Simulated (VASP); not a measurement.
# Mn (Fd-3m) in VASP: notebook, part 3 of 3

VASP 6.6.1. Earlier steps stand in the parts before.

### Step 5. Single point, PBEsol

This run uses another cell than the first one, of 13.39 Å³/atom, 0.920 times its volume.

The input, INCAR:

```
PREC = Accurate
ENCUT = 520
EDIFF = 1E-7
ISMEAR = -1
SIGMA = 0.1
LREAL = False
LASPH = True
NELM = 80
ALGO = Fast
ISIF = 2
LWAVE = False
LCHARG = True
GGA = PS
LELF = True
LVHAR = True
NBANDS = 20
```

The input, KPOINTS:

```
Automatic mesh
0
Gamma
  13 13 13
```

The input, POSCAR:

```
Mn
1.0
    0.0000000000      2.3747996966      2.3747996966
    2.3747996966      0.0000000000      2.3747996966
    2.3747996966      2.3747996966      0.0000000000
Mn
2
Direct
    0.1250000000      0.1250000000      0.1250000000
    0.8750000000      0.8750000000      0.8750000000
```

Potentials or basis: VASP PAW PBE potentials, release 64 (Mn_pv).

Launch:

```
cat potpaw_PBE.64/Mn_pv/POTCAR > POTCAR
mpirun -np 1 vasp_std > vasp.out
```

OUTCAR:

```text
PREC = Accurate
   ENCUT = 520
   EDIFF = 1E-7
   ISMEAR = -1
   LREAL = False
   LASPH = True
   NELM = 80
   ISIF = 2
   GGA = PS

 ion  position               nearest neighbor table
   1  0.125  0.125  0.125-   2 2.06   2 2.06   2 2.06   2 2.06
   2  0.875  0.875  0.875-   1 2.06   1 2.06   1 2.06   1 2.06

  LATTYP: Found a face centered cubic cell.
 ALAT       =     4.7495993932

  Lattice vectors:

 A1 = (   0.0000000000,   2.3747996966,   2.3747996966)
 A2 = (   2.3747996966,   0.0000000000,   2.3747996966)
 A3 = (   2.3747996966,   2.3747996966,   0.0000000000)

Analysis of symmetry for initial positions (statically):
=====================================================================
 Subroutine PRICEL returns:
 Original cell was already a primitive cell.

 Routine SETGRP: Setting up the symmetry group for a
 face centered cubic supercell.

 Subroutine GETGRP returns: Found 48 space group operations
 (whereof 12 operations were pure point group operations)
 out of a pool of 48 trial point group operations.

The static configuration has the point symmetry D_3d.
 The point group associated with its full space group is O_h .

Analysis of symmetry for dynamics (positions and initial velocities):
=====================================================================
 Subroutine PRICEL returns:
 Original cell was already a primitive cell.

 Routine SETGRP: Setting up the symmetry group for a
 face centered cubic supercell.

 Subroutine GETGRP returns: Found 48 space group operations
 (whereof 12 operations were pure point group operations)
 out of a pool of 48 trial point group operations.

The dynamic configuration has the point symmetry D_3d.
 The point group associated with its full space group is O_h .

 Subroutine INISYM returns: Found 48 space group operations
 (whereof 12 operations are pure point group operations),
 and found     1 'primitive' translations

----------------------------------------------------------------------------------------

                                     Primitive cell

  volume of cell :      26.7862

  direct lattice vectors                    reciprocal lattice vectors
     0.000000000  2.374799697  2.374799697    -0.210544073  0.210544073  0.210544073
     2.374799697  0.000000000  2.374799697     0.210544073 -0.210544073  0.210544073
     2.374799697  2.374799697  0.000000000     0.210544073  0.210544073 -0.210544073

  length of vectors
     3.358473939  3.358473939  3.358473939     0.364673031  0.364673031  0.364673031

  position of ions in fractional coordinates (direct lattice)
     0.125000000  0.125000000  0.125000000
     0.875000000  0.875000000  0.875000000

  ion indices of the primitive-cell ions
   primitive index   ion index
                 1           1
                 2           2

----------------------------------------------------------------------------------------

 KPOINTS: Automatic mesh

Automatic generation of k-mesh.
 Grid dimensions read from file:
 generate k-points for:   13   13   13

 Generating k-lattice:

  Cartesian coordinates                     Fractional coordinates (reciprocal lattice)
    -0.016195698  0.016195698  0.016195698     0.076923077  0.000000000  0.000000000
     0.016195698 -0.016195698  0.016195698     0.000000000  0.076923077  0.000000000
     0.016195698  0.016195698 -0.016195698     0.000000000  0.000000000  0.076923077

  Length of vectors
     0.028051772  0.028051772  0.028051772

  Shift w.r.t. Gamma in fractional coordinates (k-lattice)
     0.000000000  0.000000000  0.000000000

 Subroutine IBZKPT returns following result:
 ===========================================

 Found     84 irreducible k-points:

 Following reciprocal coordinates:
            Coordinates               Weight
  0.000000  0.000000  0.000000      1.000000
  0.076923  0.000000  0.000000      8.000000
  0.153846  0.000000  0.000000      8.000000
  0.230769  0.000000  0.000000      8.000000
  0.307692  0.000000  0.000000      8.000000
  0.384615  0.000000  0.000000      8.000000
[... 16 lines left out ...]
  0.384615  0.153846  0.000000     24.000000
  0.461538  0.153846  0.000000     24.000000
 [... further k-points ...]
   k-points           NKPTS =     84   k-points in BZ     NKDIM =     84   number of bands    NBANDS=     20
   number of dos      NEDOS =    301   number of ions     NIONS =      2
   total plane-waves  NPLWV =  21952
   dimension x,y,z NGX =    28 NGY =   28 NGZ =   28
   dimension x,y,z NGXF=    56 NGYF=   56 NGZF=   56
   ions per type =               2
   NGX,Y,Z   is equivalent  to a cutoff of  13.86, 13.86, 13.86 a.u.
   NGXF,Y,Z  is equivalent  to a cutoff of  27.72, 27.72, 27.72 a.u.
 SYSTEM =  unknown system
   PREC   = accura    normal or accurate (medium, high low for compatibility)
   ISTART =      0    job   : 0-new  1-cont  2-samecut
   ICHARG =      2    charge: 1-file 2-atom 10-const
   ISPIN  =      1    spin polarized calculation?
   LNONCOLLINEAR =      F non collinear calculations
   LSORBIT =      F    spin-orbit coupling
   LASPH  =      T    aspherical Exc in radial PAW
   ENCUT  =  520.0 eV  38.22 Ry    6.18 a.u.   6.24  6.24  6.24*2*pi/ulx,y,z
   NELM   =     80;   NELMIN=  2; NELMDL= -5     # of ELM steps
   EDIFF  = 0.1E-06   stopping-criterion for ELM
   LREAL  =      F    real-space projection
   EDIFFG = 0.1E-05   stopping-criterion for IOM
   NSW    =      0    number of steps for IOM
   IBRION =     -1    ionic relax: 0-MD 1-quasi-New 2-CG
   NFREE  =      0    steps in history (QN), initial steepest desc. (CG)
   ISIF   =      2    stress and relaxation
   ISYM   =      2    0-nonsym 1-usesym 2-fastsym
   POTIM  = 0.5000    time-step for ionic-motion
   TEBEG  =    0.0;   TEEND  =   0.0 temperature during run
   PSTRESS=    0.0 pullay stress
   NELECT =      26.0000    total number of electrons
   NUPDOWN=      -1.0000    fix difference up-down
   EMIN   =  10.00;   EMAX   =-10.00  energy-range for DOS
   EFERMI =   0.00;   METHOD = LEGACY
   ISMEAR =    -1;   SIGMA  =   0.10  broadening in eV -4-tet -1-fermi 0-gaus
   EFERMI_NEDOS =   21; number of points for ismear=-14 and -15
   IALGO  =     68    algorithm
   IMIX   =      4    mixing-type and parameters
     AMIX     =   0.40;   BMIX     =  1.00
     AMIX_MAG =   1.60;   BMIX_MAG =  1.00
  volume/ion in A,a.u.               =      13.39        90.38
  Fermi-wavevector in a.u.,A,eV,Ry     =   1.620923  3.063100 35.747815  2.627390
  Thomas-Fermi vector in A             =   2.714783
   LORBIT       =      0    0 simple, 1 ext, 2 COOP (PROOUT), +10 PAW based schemes
   GGA     = PS    functional components
   LHFCALC =     F    Hartree Fock is set to
   AEXX    =    0.0000 exact exchange contribution
   IVDW    =     0    specifies the selected vdW correction
   LEPSILON=     F    determine dielectric tensor
   LRPA    =     F    only Hartree local field effects (RPA)
 non-spin polarized calculation
 RMM-DIIS sequential band-by-band and
  energy-cutoff  :      520.00
  volume of cell :       26.79
 maximum number of plane-waves:       737
 NGX is ok and might be reduce to    28
   NGX = 13   NGY = 13   NGZ = 13

 number of electron      25.9999992 magnetization

 Free energy of the ion-electron system (eV)
  ---------------------------------------------------
  ext. energy  EPLUGINS =         0.00000000
  ---------------------------------------------------
  free energy    TOTEN  =       -16.37075424 eV

  energy without entropy =      -16.30779177  energy(sigma->0) =      -16.33927301

 E-fermi :   7.2946     XC(G=0): -12.5389

 val. band max:        7.2875672283   @ k =  -0.4615   0.4615   0.0000
 cond. band min:       7.3167767103   @ k =  -0.3077   0.3846   0.1538
 fundamental gap:      0.0292094821
 Fermi energy:         7.2945671382

 k-point     1 :       0.0000    0.0000    0.0000
  band No.  band energies     occupation
      1     -40.6196      2.00000
      2     -40.6196      2.00000
      3     -40.6196      2.00000
      4     -39.6211      2.00000
      5     -39.6211      2.00000
      6     -39.6211      2.00000
[... 12 lines left out ...]
     19      22.9134      0.00000
     20      23.2521      0.00000

 k-point     2 :       0.0769    0.0000    0.0000
  band No.  band energies     occupation
      1     -40.6274      2.00000
      2     -40.6274      2.00000
      3     -40.6201      2.00000
      4     -39.6222      2.00000
      5     -39.6131      2.00000
      6     -39.6131      2.00000
[... 498 lines left out ...]
 k-point    24 :       0.4615    0.1538    0.0000
  band No.  band energies     occupation
      1     -40.8137      2.00000
      2     -40.7709      2.00000
      3     -40.4970      2.00000
      4     -39.7605      2.00000
      5     -39.4673      2.00000
      6     -39.4355      2.00000
[... 12 lines left out ...]
     19      17.5565      0.00000
     20      17.6524      0.00000

 [... further k-points ...]
[... 5 lines left out ...]
  --------------------------------------------------------------------------------------
  -------------------------------------------------------------------------------------
  Total        2.8622063      2.8622063      2.8622063      0.0000000      0.0000000      0.0000000
  in kB      171.1987405    171.1987405    171.1987405      0.0000000      0.0000000      0.0000000
  external PRESSURE =     171.1987405 kB  Pullay stress =       0.0000000 kB

 VOLUME and BASIS-vectors are now :
 -----------------------------------------------------------------------------
  energy-cutoff  :      520.00
  volume of cell :       26.79
      direct lattice vectors                 reciprocal lattice vectors
     0.000000000  2.374799697  2.374799697    -0.210544073  0.210544073  0.210544073
     2.374799697  0.000000000  2.374799697     0.210544073 -0.210544073  0.210544073
     2.374799697  2.374799697  0.000000000     0.210544073  0.210544073 -0.210544073

 POSITION                                       TOTAL-FORCE (eV/Angst)
 -----------------------------------------------------------------------------------
      0.59370      0.59370      0.59370         0.000000     -0.000000     -0.000000
      4.15590      4.15590      4.15590        -0.000000      0.000000      0.000000
 -----------------------------------------------------------------------------------
    total drift:                                0.000000     -0.000000     -0.000000

  FREE ENERGIE OF THE ION-ELECTRON SYSTEM (eV)
  ---------------------------------------------------
  free  energy   TOTEN  =       -16.3707542384 eV

  energy  without entropy=      -16.3077917740  energy(sigma->0) =      -16.33927301
```

OSZICAR:

```text
N       E                     dE             d eps       ncg     rms          rms(c)
DAV:   1     0.261706546577E+03    0.26171E+03   -0.16105E+04  3368   0.175E+03
DAV:   2    -0.756994818904E+01   -0.26928E+03   -0.26082E+03  3408   0.456E+02
DAV:   3    -0.176849613655E+02   -0.10115E+02   -0.10020E+02  3520   0.107E+02
DAV:   4    -0.178059907659E+02   -0.12103E+00   -0.12100E+00  3536   0.113E+01
DAV:   5    -0.178087427235E+02   -0.27520E-02   -0.27519E-02  3548   0.171E+00    0.146E+01
RMM:   6    -0.164603107690E+02    0.13484E+01   -0.68255E+00  3535   0.269E+01    0.216E+00
RMM:   7    -0.163865149182E+02    0.73796E-01   -0.31900E-01  3602   0.635E+00    0.186E+00
RMM:   8    -0.163706527908E+02    0.15862E-01   -0.27560E-02  3605   0.189E+00    0.171E-01
RMM:   9    -0.163707286823E+02   -0.75891E-04   -0.40159E-03  3847   0.827E-01    0.586E-02
RMM:  10    -0.163707642698E+02   -0.35587E-04   -0.51283E-04  3759   0.254E-01    0.353E-02
RMM:  11    -0.163707517764E+02    0.12493E-04   -0.12583E-04  3583   0.135E-01    0.397E-03
RMM:  12    -0.163707535665E+02   -0.17901E-05   -0.18456E-05  4090   0.498E-02    0.131E-03
RMM:  13    -0.163707539219E+02   -0.35544E-06   -0.17750E-06  3436   0.130E-02    0.285E-03
RMM:  14    -0.163707542220E+02   -0.30011E-06   -0.62926E-07  3095   0.849E-03    0.252E-04
RMM:  15    -0.163707542384E+02   -0.16425E-07   -0.13409E-07  2042   0.358E-03
   1 F= -.16370754E+02 E0= -.16339273E+02  d E =-.629625E-01
```

Wall time 38 s (1 thread of Intel Xeon Platinum 8488C (Sapphire Rapids), shared host); peak memory 0.17 GiB.

What came out:

| Property | Result |
| --- | --- |
| Free energy | -16.3708 eV |
| Pressure | 17.1 GPa |
| Band gap on the k mesh | none (metal or under the smearing width) |

Levels at points of the mesh, in eV from the Fermi level:
```
           k point  band 9  band 10  band 11  band 12  band 13  band 14  band 15  band 16  band 17  band 18
(0.00, 0.00, 0.00)   -2.56    -1.94    -1.94    -1.94     0.48     0.48     0.48     2.65     2.65    15.62
```

Caveat: so large a pressure means that the cell lies far from this level's equilibrium, or that cutoff or potentials fall short; the potentials were made for another functional, which shifts forces and pressure; the run has no spin polarisation, though such a crystal can be magnetic.

### Step 6. Single point, PBEsol

The input, INCAR:

```
SYSTEM = Mn
  ALGO = Normal
  EDIFF = 1E-6
  ENCUT = 520
  GGA = PS
  ISIF = 2
  ISMEAR = -1
  LASPH = .True.
  LCHARG = .True.
  LELF = .True.
  LREAL = .False.
  LVHAR = .True.
  LWAVE = .False.
  NBANDS = 20
  NELM = 80
  PREC = Accurate
  SIGMA = 0.1
```

The input, KPOINTS:

```
k-points
0
Gamma
  13 13 13
  0 0 0
```

The input, POSCAR:

```
Mn
1.0
    0.0000000000      2.4417303927      2.4417303927
    2.4417303927      0.0000000000      2.4417303927
    2.4417303927      2.4417303927      0.0000000000
Mn
2
Direct
    0.1250000000      0.1250000000      0.1250000000
    0.8750000000      0.8750000000      0.8750000000
```

Potentials or basis: VASP PAW PBE potentials, release 64 (Mn_pv).

Launch:

```
cat potpaw_PBE.64/Mn_pv/POTCAR > POTCAR
mpirun -np 1 vasp_std > vasp.out
```

Run time: 28 s. Hardware: 1 thread of Intel Xeon Platinum 8488C (Sapphire Rapids), shared host; peak memory 0.18 GiB.

It converged, with:

```yaml
Free_energy: -16.4918 eV
Pressure: 0.6 GPa
Band_gap_on_the_k_mesh: none (metal or under the smearing width)
```

Levels at points of the mesh, in eV from the Fermi level:
| k point | band 10 | band 11 | band 12 | band 13 | band 14 | band 15 | band 16 | band 17 |
| --- | --- | --- | --- | --- | --- | --- | --- | --- |
| (0.00, 0.00, 0.00) | -1.77 | -1.77 | -1.77 | 0.45 | 0.45 | 0.45 | 2.38 | 2.38 |

Caveat: the PAW data sets were made with another functional, which shifts forces and pressure a little; the run has no spin polarisation, though such a crystal can be magnetic.

### Step 7. Overview

| task | cell | k mesh | cutoff (eV) | gap on the mesh (eV) | pressure (GPa) |
| --- | --- | --- | --- | --- | --- |
| single point | Fd-3m, 14.56 Å³/atom | 18 × 18 × 18 | 520 | none | 0.6 |
| single point | Fd-3m, 14.56 Å³/atom | 11 × 11 × 11 | 520 | none | 0.6 |
| relaxation of cell and atoms | relaxed | 11 × 11 × 11 | 600 | none | 0.1 |
| single point | Fd-3m, 13.39 Å³/atom | 13 × 13 × 13 | 520 | none | 17.1 |
| single point | Fd-3m, 14.56 Å³/atom | 13 × 13 × 13 | 520 | none | 0.6 |

Alike in all rows: level PBEsol; potentials or basis VASP PAW PBE potentials, release 64 (Mn_pv); no spin polarisation; smearing fermi-dirac 0.1 eV.

Every run on the cell as given and a fine mesh finds a metal.

Caveats: the run has no spin polarisation, though such a crystal can be magnetic; the PAW data sets were made with another functional, which shifts forces and pressure a little (some runs); so large a pressure means that the cell lies far from this level's equilibrium, or that cutoff or potentials fall short (some runs); the potentials were made for another functional, which shifts forces and pressure (some runs).

Absolute energies hang on the potentials; compare differences alone.
